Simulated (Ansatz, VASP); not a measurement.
# Si: VASP beside Ansatz

```
Si
1.0
     0.00000    2.69678    2.69678
     2.69678    0.00000    2.69678
     2.69678    2.69678    0.00000
Si
2
Direct
  0.00000 0.00000 0.00000
  0.25000 0.25000 0.25000
```

Alike in both runs: task single point; functional LDA; k mesh 8 × 8 × 8; no spin polarisation.

|  | VASP | Ansatz |
| --- | --- | --- |
| version | VASP 6.6.1 | Ansatz 0.2 development build |
| potentials or method | VASP PAW LDA potentials, release 64 (Si), cutoff 520 eV | all-electron full-potential LAPW, scalar-relativistic |
| occupations | gaussian, width 0.01 eV | fixed |

Ansatz gave:

```
gap on the k mesh at the Fermi level (eV) : 0.49
pressure (GPa)                            : 0.4
```

Question: Which values does VASP return?

Answer: gap on the k mesh at the Fermi level (eV): 0.48; pressure (GPa): 0.5.

Ansatz ran all-electron here, so the differences hold the error of VASP's frozen core and of both bases.
